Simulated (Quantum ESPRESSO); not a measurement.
# P (R-3m) in Quantum ESPRESSO: reference runs

How does P come out in PBEsol? The cell is run as given and disturbed, then over a range of volumes.

Program: Quantum ESPRESSO 7.5. These are calculated values, not measurements. Logs are shortened: lines on timing, memory, paths and dates and some standing lists are left out, and cuts for length are marked.

**1. The crystal as given**

Symmetry: R-3m, No. 166, trigonal system. Conventional cell: a = 3.451 Å, b = 3.451 Å, c = 9.389 Å, α = 90.00°, β = 90.00°, γ = 120.00°. P (site symmetry 3m) is surrounded by 3 P at 2.29 Å.

This isn't the form of P at room conditions, which is orthorhombic.

**2. Single point, PBEsol**

pw.in reads:

```
&CONTROL
  calculation = 'scf'
  prefix = 'pwscf'
  outdir = './tmp'
  pseudo_dir = './pseudo'
  tprnfor = .true.
  tstress = .true.
  disk_io = 'low'
/
&SYSTEM
  ibrav = 0
  celldm(1) = 8
  nat = 2
  ntyp = 1
  ecutwfc = 45
  ecutrho = 360
  nbnd = 10
  occupations = 'smearing'
  smearing = 'fd'
  degauss = 0.00367493
/
&ELECTRONS
  conv_thr = 4d-10
  electron_maxstep = 120
  mixing_beta = 0.5
/
ATOMIC_SPECIES
P     30.9738 p_pbesol_v1.5.uspp.F.UPF
CELL_PARAMETERS alat
  0.4076434940989   0.2353530810595   0.7392797600731
 -0.4076434940989   0.2353530810595   0.7392797600731
  0.0000000000000  -0.4707061620954   0.7392797600731
ATOMIC_POSITIONS crystal
P      0.7729197500    0.7729197500    0.7729197500
P      0.2270802500    0.2270802500    0.2270802500
K_POINTS automatic
9 9 9 0 0 0
```

pp_density.in reads:

```
&INPUTPP
  prefix = 'pwscf'
  outdir = './tmp'
  filplot = 'density.dat'
  plot_num = 0
/
&PLOT
  nfile = 1
  filepp(1) = 'density.dat'
  iflag = 3
  output_format = 6
  fileout = 'density.cube'
/
```

pp_potential.in reads:

```
&INPUTPP
  prefix = 'pwscf'
  outdir = './tmp'
  filplot = 'potential.dat'
  plot_num = 11
/
&PLOT
  nfile = 1
  filepp(1) = 'potential.dat'
  iflag = 3
  output_format = 6
  fileout = 'potential.cube'
/
```

Potentials or basis: GBRV 1.5 PBEsol.

The run is started by

```bash
$ OMP_NUM_THREADS=1 mpirun -n 2 pw.x -nk 2 -in pw.in > pw.out
$ OMP_NUM_THREADS=1 mpirun -n 1 pp.x -in pp_density.in > pp_density.out
$ OMP_NUM_THREADS=1 mpirun -n 1 pp.x -in pp_potential.in > pp_potential.out
```

pw.out:

```text
This program is part of the open-source Quantum ESPRESSO suite
     for quantum simulation of materials; please cite
         "P. Giannozzi et al., J. Phys.:Condens. Matter 21 395502 (2009);
         "P. Giannozzi et al., J. Phys.:Condens. Matter 29 465901 (2017);
         "P. Giannozzi et al., J. Chem. Phys. 152 154105 (2020);
     in publications or presentations arising from this work. More details at

     Message from routine setup:
     using ibrav=0 with symmetry is DISCOURAGED, use correct ibrav instead

     K-points division:     npool     =       2
     Subspace diagonalization in iterative solution of the eigenvalue problem:
     a serial algorithm will be used

     G-vector sticks info
     --------------------
     sticks:   dense  smooth     PW     G-vecs:    dense   smooth      PW
     Sum        1163     571    195                25133     8857    1683

     Using Slab Decomposition

     bravais-lattice index     =            0
     lattice parameter (alat)  =       8.0000  a.u.
     unit-cell volume          =     217.8866 (a.u.)^3
     number of atoms/cell      =            2
     number of atomic types    =            1
     number of electrons       =        10.00
     number of Kohn-Sham states=           10
     kinetic-energy cutoff     =      45.0000  Ry
     charge density cutoff     =     360.0000  Ry
     scf convergence threshold =      4.0E-10
     mixing beta               =       0.5000
     number of iterations used =            8  plain     mixing
     Exchange-correlation= SLA  PW   PSX  PSC
                           (   1   4  10   8   0   0   0)

     celldm(1)=   8.000000  celldm(2)=   0.000000  celldm(3)=   0.000000
     celldm(4)=   0.000000  celldm(5)=   0.000000  celldm(6)=   0.000000

     crystal axes: (cart. coord. in units of alat)
               a(1) = (   0.407643   0.235353   0.739280 )
               a(2) = (  -0.407643   0.235353   0.739280 )
               a(3) = (   0.000000  -0.470706   0.739280 )

     reciprocal axes: (cart. coord. in units 2 pi/alat)
               b(1) = (  1.226562  0.708156  0.450889 )
               b(2) = ( -1.226562  0.708156  0.450889 )
               b(3) = (  0.000000 -1.416312  0.450889 )

     PseudoPot. # 1 for P  read from file:
     p_pbesol_v1.5.uspp.F.UPF
     Pseudo is Ultrasoft + core correction, Zval =  5.0
     Generated by new atomic code, or converted to UPF format
     Using radial grid of  903 points,  6 beta functions with:
                l(1) =   0
                l(2) =   0
                l(3) =   1
                l(4) =   1
                l(5) =   2
                l(6) =   2
     Q(r) pseudized with  8 coefficients,  rinner =    1.300   1.300   1.300
                                                       1.300   1.300

     atomic species   valence    mass     pseudopotential
     P                 5.00    30.97380     P ( 1.00)

     12 Sym. Ops., with inversion, found

   Cartesian axes

     site n.     atom                  positions (alat units)
         1        P      tau(   1) = (   0.0000000   0.0000000   1.7142118  )
         2        P      tau(   2) = (   0.0000000   0.0000000   0.5036275  )

     number of k points=    85  Fermi-Dirac smearing, width (Ry)=  0.0037
                       cart. coord. in units 2pi/alat
        k(    1) = (   0.0000000   0.0000000   0.0000000), wk =   0.0027435
        k(    2) = (   0.0000000  -0.1573680   0.0500988), wk =   0.0164609
        k(    3) = (   0.0000000  -0.3147359   0.1001976), wk =   0.0164609
        k(    4) = (   0.0000000  -0.4721039   0.1502964), wk =   0.0164609
        k(    5) = (   0.0000000  -0.6294719   0.2003952), wk =   0.0164609
        k(    6) = (  -0.1362847  -0.0786840   0.1001976), wk =   0.0164609
[... 77 lines left out ...]
        k(   84) = (  -0.0000000   0.0000000   0.6011857), wk =   0.0054870
        k(   85) = (  -0.0000000   1.2589438   0.2003952), wk =   0.0164609

     Dense  grid:    25133 G-vectors     FFT dimensions: (  45,  45,  45)

     Smooth grid:     8857 G-vectors     FFT dimensions: (  30,  30,  30)

     Initial potential from superposition of free atoms

     starting charge       9.9997, renormalised to      10.0000
     Starting wfcs are    8 randomized atomic wfcs +    2 random wfcs

     Self-consistent Calculation

     iteration #  1     ecut=    45.00 Ry     beta= 0.50
     Davidson diagonalization with overlap
     ethr =  1.00E-02,  avg # of iterations =  6.7

     Threshold (ethr) on eigenvalues was too large:
     Diagonalizing with lowered threshold

     Davidson diagonalization with overlap
     ethr =  1.70E-04,  avg # of iterations =  3.3

     total energy              =     -30.96113882 Ry
     estimated scf accuracy    <       0.01739135 Ry

     iteration #  2     ecut=    45.00 Ry     beta= 0.50
     Davidson diagonalization with overlap
     ethr =  1.74E-04,  avg # of iterations =  1.1

     total energy              =     -30.96055644 Ry
     estimated scf accuracy    <       0.00372605 Ry

     iteration #  3     ecut=    45.00 Ry     beta= 0.50
     Davidson diagonalization with overlap
     ethr =  3.73E-05,  avg # of iterations =  1.6

     total energy              =     -30.96065506 Ry
     estimated scf accuracy    <       0.00001740 Ry

     iteration #  4     ecut=    45.00 Ry     beta= 0.50
     Davidson diagonalization with overlap
     c_bands:  1 eigenvalues not converged
     c_bands:  1 eigenvalues not converged
     ethr =  1.74E-07,  avg # of iterations =  8.1

     total energy              =     -30.96077459 Ry
     estimated scf accuracy    <       0.00000052 Ry

     iteration #  5     ecut=    45.00 Ry     beta= 0.50
     Davidson diagonalization with overlap
     ethr =  5.25E-09,  avg # of iterations =  4.4

     total energy              =     -30.96077513 Ry
     estimated scf accuracy    <       0.00000005 Ry

     iteration #  6     ecut=    45.00 Ry     beta= 0.50
     Davidson diagonalization with overlap
     ethr =  4.58E-10,  avg # of iterations =  3.6

     total energy              =     -30.96077516 Ry
     estimated scf accuracy    <          6.7E-09 Ry

     iteration #  7     ecut=    45.00 Ry     beta= 0.50
     Davidson diagonalization with overlap
     ethr =  6.68E-11,  avg # of iterations =  2.9

     End of self-consistent calculation

          k = 0.0000 0.0000 0.0000 (  1129 PWs)   bands (ev):

    -6.4421   6.5111   6.9494   7.2092   7.2092  11.3753  12.7026  12.7026
    15.8216  15.8216

          k = 0.0000-0.1574 0.0501 (  1116 PWs)   bands (ev):

    -6.2417   4.9684   6.8596   7.0524   7.9741  11.8219  12.6501  12.7150
    14.7284  15.2142

          k = 0.0000-0.3147 0.1002 (  1106 PWs)   bands (ev):

    -5.6451   2.7700   6.6536   6.7224   8.6449  11.4855  11.9613  12.1017
    15.2375  15.7670

          k = 0.0000-0.4721 0.1503 (  1123 PWs)   bands (ev):

    -4.6699   0.5776   6.4259   6.6176   9.0820  10.6041  10.9917  11.1445
    16.5345  17.4781

          k = 0.0000-0.6295 0.2004 (  1115 PWs)   bands (ev):

    -3.4054  -1.3295   6.2640   6.6961   9.3675   9.8915  10.3477  10.6793
    18.1108  19.7538

          k =-0.1363-0.0787 0.1002 (  1108 PWs)   bands (ev):

    -6.1926   4.8846   6.3551   6.7506   8.7656  11.6828  11.8666  13.2560
    14.6931  16.0611

          k =-0.1363-0.2361 0.1503 (  1110 PWs)   bands (ev):

    -5.7469   3.4278   5.8141   6.4094   9.0667  11.2048  12.3085  13.3634
    14.2522  15.9731

          k =-0.1363-0.3934 0.2004 (  1113 PWs)   bands (ev):

    -4.9170   1.4089   5.5362   6.0981   8.6560  11.2798  12.1854  12.5808
    14.6841  17.3403

          k =-0.1363-0.5508 0.2505 (  1119 PWs)   bands (ev):

    -3.7451  -0.5713   5.2872   6.1516   8.2946  10.9933  11.3015  12.2973
    16.7580  18.6724

          k =-0.1363 0.7082-0.1503 (  1113 PWs)   bands (ev):

    -2.8664  -1.6895   5.0896   6.5838   8.2435  10.2798  10.9684  12.4540
    17.9829  19.4987

          k =-0.1363 0.5508-0.1002 (  1117 PWs)   bands (ev):

    -4.0548  -0.1347   5.1019   7.1329   8.3735  10.1788  10.8249  12.7119
    16.4807  17.3873

          k =-0.1363 0.3934-0.0501 (  1113 PWs)   bands (ev):

    -5.1542   1.8644   5.4153   7.4798   8.3442  10.8177  11.1837  12.8438
    14.8294  16.4965

          k =-0.1363 0.2361-0.0000 (  1117 PWs)   bands (ev):

    -5.8929   3.7683   6.1189   7.4114   8.0582  11.7945  12.0994  12.6611
    14.0668  15.8083

          k =-0.2726-0.1574 0.2004 (  1111 PWs)   bands (ev):

    -5.4587   3.2934   5.0853   5.8735   8.0343  11.1363  12.6488  14.3159
    15.5423  16.8237

          k =-0.2726-0.3147 0.2505 (  1114 PWs)   bands (ev):

    -4.7908   2.0578   4.5408   5.4461   7.1410  11.6023  13.5847  14.2747
    14.6356  18.3831

          k =-0.2726-0.4721 0.3006 (  1119 PWs)   bands (ev):

    -3.7738   0.3387   3.9196   5.3915   6.7881  12.8375  13.3336  13.5052
    14.8022  19.5858

          k =-0.2726 0.7868-0.1002 (  1114 PWs)   bands (ev):

    -2.5535  -1.2892   3.4527   5.8238   6.8469  11.8490  12.8091  14.5138
    16.0973  18.8046

          k =-0.2726 0.6295-0.0501 (  1113 PWs)   bands (ev):

    -3.0977  -0.7426   3.4124   6.5990   7.2411  11.0088  12.0536  14.5689
    16.6405  18.1033

          k =-0.2726 0.4721-0.0000 (  1113 PWs)   bands (ev):
[... 286 lines left out ...]
    -5.2187   0.5827   7.2257   7.2257  10.1238  10.5230  10.5230  12.4030
    17.1613  17.6331

          k =-0.0000-0.1574 0.5010 (  1094 PWs)   bands (ev):

    -4.8134   0.2104   5.5511   7.1671   9.8442  10.3977  11.3929  13.3917
    17.2024  17.2740

          k =-0.0000 1.1016 0.1002 (  1101 PWs)   bands (ev):

    -4.0922   0.0854   3.5217   6.3340   8.5914  11.4183  12.6786  14.9655
    17.4411  17.6470

          k =-0.0000 0.9442 0.1503 (  1117 PWs)   bands (ev):

    -3.1616  -0.2248   2.3986   5.5597   7.4400  12.5340  12.5893  16.3987
    16.8840  18.1160

          k =-0.1363-0.0787 0.5511 (  1090 PWs)   bands (ev):

    -4.6034  -0.1787   6.0048   6.5531   9.0117  11.1704  11.6099  13.2647
    16.4658  19.6511

          k =-0.1363 1.1803 0.1503 (  1103 PWs)   bands (ev):

    -4.1000  -0.2141   4.3619   5.6503   9.3388  10.5386  13.5261  14.0874
    16.7034  18.5344

          k =-0.1363 1.0229 0.2004 (  1108 PWs)   bands (ev):

    -3.3749  -0.0307   2.7577   4.5876   8.7601  11.2912  13.8133  15.3814
    17.1847  18.0235

          k = 0.9540 0.5508-0.2505 (  1099 PWs)   bands (ev):

    -3.8480  -0.2330   3.6525   5.9066   7.9361  12.1452  12.7992  15.0860
    16.4337  19.1772

          k =-0.0000 0.0000 0.6012 (  1092 PWs)   bands (ev):

    -4.6031  -0.6312   7.2749   7.2749  10.0206  10.0206  10.1699  12.4302
    18.3963  19.0643

          k =-0.0000 1.2589 0.2004 (  1088 PWs)   bands (ev):

    -4.3372  -0.6448   5.7224   6.8294   9.2509  10.5994  11.5420  13.4575
    17.5201  18.8644

     the Fermi energy is    10.1059 ev

!    total energy              =     -30.96077517 Ry
     estimated scf accuracy    <          3.5E-11 Ry
     smearing contrib. (-TS)   =      -0.00018026 Ry
     internal energy E=F+TS    =     -30.96059491 Ry

     The total energy is F=E-TS. E is the sum of the following terms:
     one-electron contribution =       8.91822297 Ry
     hartree contribution      =       1.24105172 Ry
     xc contribution           =     -11.78037917 Ry
     ewald contribution        =     -29.33949042 Ry

     convergence has been achieved in   7 iterations

     Forces acting on atoms (cartesian axes, Ry/au):

     atom    1 type  1   force =     0.00000000   -0.00000000   -0.01040141
     atom    2 type  1   force =    -0.00000000    0.00000000    0.01040141

     Total force =     0.014710     Total SCF correction =     0.000001

     Computing stress (Cartesian axis) and pressure

          total   stress  (Ry/bohr**3)                   (kbar)     P=      -17.93
  -0.00008195  -0.00000000   0.00000000          -12.06       -0.00        0.00
  -0.00000000  -0.00008195   0.00000000           -0.00      -12.06        0.00
   0.00000000   0.00000000  -0.00020178            0.00        0.00      -29.68

=------------------------------------------------------------------------------=
   JOB DONE.
=------------------------------------------------------------------------------=
```

Run time: 10 s. Hardware: 2 MPI ranks of Arm Neoverse V2, shared host; peak memory 0.2 GiB.

Results:

```yaml
Free_energy: -421.2428 eV
Pressure: -1.8 GPa
Largest_force: 0.267 eV/Å
Band_gap_on_the_k_mesh: none (metal or under the smearing width)
```

Forces on the atoms (eV/Å):
```
P    0.000  0.000 -0.267
P    0.000  0.000  0.267
```

**3. Single point, PBEsol, 15.18 Å³/atom**

Edit pw.in of step 2 so:

```diff
@@ -7,3 +7,3 @@
   tstress = .true.
-  disk_io = 'low'
+  disk_io = 'nowf'
 /
@@ -11,3 +11,2 @@
   ibrav = 0
-  celldm(1) = 8
   nat = 2
@@ -28,6 +27,6 @@
 P     30.9738 p_pbesol_v1.5.uspp.F.UPF
-CELL_PARAMETERS alat
-  0.4076434940989   0.2353530810595   0.7392797600731
- -0.4076434940989   0.2353530810595   0.7392797600731
-  0.0000000000000  -0.4707061620954   0.7392797600731
+CELL_PARAMETERS angstrom
+   1.6904964118    0.9760085585    3.0657910646
+  -1.6904964118    0.9760085585    3.0657910646
+   0.0000000000   -1.9520171168    3.0657910646
 ATOMIC_POSITIONS crystal
```

Potentials or basis: GBRV 1.5 PBEsol.

The run is started by

```bash
$ OMP_NUM_THREADS=1 mpirun -n 2 pw.x -nk 2 -in pw.in > pw.out
```

It took 8.2 s on 2 MPI ranks of Arm Neoverse V2, shared host; peak memory 0.18 GiB.

Results (log left out):

```yaml
Free_energy: -421.2294 eV
Pressure: 4.3 GPa
Largest_force: 0.685 eV/Å
Band_gap_on_the_k_mesh: none (metal or under the smearing width)
```

**4. Single point, PBEsol, 15.50 Å³/atom**

Edit pw.in of step 3 so:

```diff
@@ -28,5 +28,5 @@
 CELL_PARAMETERS angstrom
-   1.6904964118    0.9760085585    3.0657910646
-  -1.6904964118    0.9760085585    3.0657910646
-   0.0000000000   -1.9520171168    3.0657910646
+   1.7024017084    0.9828820846    3.0873818539
+  -1.7024017084    0.9828820846    3.0873818539
+   0.0000000000   -1.9657641692    3.0873818539
 ATOMIC_POSITIONS crystal
```

The run is started by

```bash
$ OMP_NUM_THREADS=1 mpirun -n 2 pw.x -nk 2 -in pw.in > pw.out
```

It took 8.2 s on 2 MPI ranks of Arm Neoverse V2, shared host; peak memory 0.18 GiB.

Results (log left out):

```
Free energy            : -421.2423 eV
Pressure               : 2.1 GPa
Largest force          : 0.529 eV/Å
Band gap on the k mesh : none (metal or under the smearing width)
```

**5. Single point, PBEsol, 15.82 Å³/atom**

Edit pw.in of step 4 so:

```diff
@@ -28,5 +28,5 @@
 CELL_PARAMETERS angstrom
-   1.7024017084    0.9828820846    3.0873818539
-  -1.7024017084    0.9828820846    3.0873818539
-   0.0000000000   -1.9657641692    3.0873818539
+   1.7141427808    0.9896607960    3.1086748154
+  -1.7141427808    0.9896607960    3.1086748154
+   0.0000000000   -1.9793215919    3.1086748154
 ATOMIC_POSITIONS crystal
```

The run is started by

```bash
$ OMP_NUM_THREADS=1 mpirun -n 2 pw.x -nk 2 -in pw.in > pw.out
```

Wall time 8.5 s (2 MPI ranks of Arm Neoverse V2, shared host); peak memory 0.18 GiB.

Results (log left out):

```yaml
Free_energy: -421.2465 eV
Pressure: 0.0 GPa
Largest_force: 0.389 eV/Å
Band_gap_on_the_k_mesh: none (metal or under the smearing width)
```

**6. Single point, PBEsol, 16.14 Å³/atom**

Edit pw.in of step 5 so:

```diff
@@ -28,5 +28,5 @@
 CELL_PARAMETERS angstrom
-   1.7141427808    0.9896607960    3.1086748154
-  -1.7141427808    0.9896607960    3.1086748154
-   0.0000000000   -1.9793215919    3.1086748154
+   1.7257251780    0.9963478961    3.1296800121
+  -1.7257251780    0.9963478961    3.1296800121
+   0.0000000000   -1.9926957921    3.1296800121
 ATOMIC_POSITIONS crystal
```

Potentials or basis: GBRV 1.5 PBEsol.

The run is started by

```bash
$ OMP_NUM_THREADS=1 mpirun -n 2 pw.x -nk 2 -in pw.in > pw.out
```

Wall time 8.6 s (2 MPI ranks of Arm Neoverse V2, shared host); peak memory 0.2 GiB.

The run converged. Its results:

```yaml
Free_energy: -421.2428 eV
Pressure: -1.8 GPa
Largest_force: 0.267 eV/Å
Band_gap_on_the_k_mesh: none (metal or under the smearing width)
```

**7. Single point, PBEsol, 16.47 Å³/atom**

Edit pw.in of step 6 so:

```diff
@@ -28,5 +28,5 @@
 CELL_PARAMETERS angstrom
-   1.7257251780    0.9963478961    3.1296800121
-  -1.7257251780    0.9963478961    3.1296800121
-   0.0000000000   -1.9926957921    3.1296800121
+   1.7371541546    1.0029464188    3.1504069738
+  -1.7371541546    1.0029464188    3.1504069738
+   0.0000000000   -2.0058928376    3.1504069738
 ATOMIC_POSITIONS crystal
```

The run is started by

```bash
$ OMP_NUM_THREADS=1 mpirun -n 2 pw.x -nk 2 -in pw.in > pw.out
```

Run time: 7.3 s. Hardware: 2 MPI ranks of Arm Neoverse V2, shared host; peak memory 0.2 GiB.

Results (log left out):

| Quantity | Value |
| --- | --- |
| Free energy | -421.2324 eV |
| Pressure | -3.4 GPa |
| Largest force | 0.141 eV/Å |
| Band gap on the k mesh | none (metal or under the smearing width) |

**8. Single point, PBEsol, 16.79 Å³/atom**

Edit pw.in of step 7 so:

```diff
@@ -28,5 +28,5 @@
 CELL_PARAMETERS angstrom
-   1.7371541546    1.0029464188    3.1504069738
-  -1.7371541546    1.0029464188    3.1504069738
-   0.0000000000   -2.0058928376    3.1504069738
+   1.7484346925    1.0094592404    3.1708647352
+  -1.7484346925    1.0094592404    3.1708647352
+   0.0000000000   -2.0189184807    3.1708647352
 ATOMIC_POSITIONS crystal
```

The run is started by

```bash
$ OMP_NUM_THREADS=1 mpirun -n 2 pw.x -nk 2 -in pw.in > pw.out
```

It took 7.5 s on 2 MPI ranks of Arm Neoverse V2, shared host; peak memory 0.2 GiB.

The run converged. Its results:

| Item | Value |
| --- | --- |
| Free energy | -421.2156 eV |
| Pressure | -4.9 GPa |
| Largest force | 0.012 eV/Å |
| Band gap on the k mesh | none (metal or under the smearing width) |

**9. Single point, PBEsol, 17.11 Å³/atom**

Edit pw.in of step 8 so:

```diff
@@ -28,5 +28,5 @@
 CELL_PARAMETERS angstrom
-   1.7484346925    1.0094592404    3.1708647352
-  -1.7484346925    1.0094592404    3.1708647352
-   0.0000000000   -2.0189184807    3.1708647352
+   1.7595715195    1.0158890905    3.1910618704
+  -1.7595715195    1.0158890905    3.1910618704
+   0.0000000000   -2.0317781808    3.1910618704
 ATOMIC_POSITIONS crystal
```

Potentials or basis: GBRV 1.5 PBEsol.

The run is started by

```bash
$ OMP_NUM_THREADS=1 mpirun -n 2 pw.x -nk 2 -in pw.in > pw.out
```

Run time: 7.5 s. Hardware: 2 MPI ranks of Arm Neoverse V2, shared host; peak memory 0.2 GiB.

It converged, with:

| Quantity | Value |
| --- | --- |
| Free energy | -421.1929 eV |
| Pressure | -6.4 GPa |
| Largest force | 0.111 eV/Å |
| Band gap on the k mesh | none (metal or under the smearing width) |

**10. Equation of state, PBEsol**

Potentials or basis: GBRV 1.5 PBEsol.

No new run: the results of the series are fitted here.

What came out:

```
Equilibrium volume                        : 15.83 Å³/atom
Bulk modulus at fixed shape and positions : 94 GPa
Pressure derivative of the bulk modulus   : 3.9 (rough: it moves with the points fitted)
```

Energy against volume, from the lowest point:
```csv
volume (Å³/atom),energy (meV/atom)
15.175,8.51
15.498,2.07
15.821,0.00
16.144,1.83
16.467,7.05
16.789,15.43
17.112,26.80
```

Caveat: the cell was scaled at fixed shape and fractional positions, which overstates the stiffness of a crystal with free parameters, most of all of layers and chains.

(Part 1 of 2 ends here.)
